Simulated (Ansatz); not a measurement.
A run of Ansatz 0.2.0 is set up as follows.

The input input.yaml:

```yaml
crystal:
  lattice:
    - [0.0, 1.737572933, 1.737572933]
    - [1.737572933, 0.0, 1.737572933]
    - [1.737572933, 1.737572933, 0.0]
  atoms:
    - { symbol: Ni, position: [0.0, 0.0, 0.0], spin: 0.5 }
hamiltonian:
  xc: pbesol
  pseudopotentials: { kind: paw }
magnetization:
  spin_polarized: true
  initial_magnetization: 0.5
  spin_locking: { lock_magnetization: hard }
kpoints:
  mp_grid: { grid: [11, 11, 11] }
scf:
  occupations: { method: fermi_dirac, width: 0.05 }
  lower_state_search: "off"
output:
  forces: true
  stress: true
  eigenvalues: true
```

Potentials or basis: Ansatz PAW.

The run is started by

```sh
$ ansatz run input.yaml --threads 2 --pin off --max-ram 5632MiB --backend cpu --events-out ev --progress --plain --runs-dir out
```

(1) Predict the pressure.

## Answers

(1) -2.9 GPa.

Caveat: the total moment is fixed, so each spin has its own Fermi level; the PAW data sets come from PBE, with cores solved anew for the run's functional, which leaves a small shift of forces and pressure; the thresholds are loose for stress.
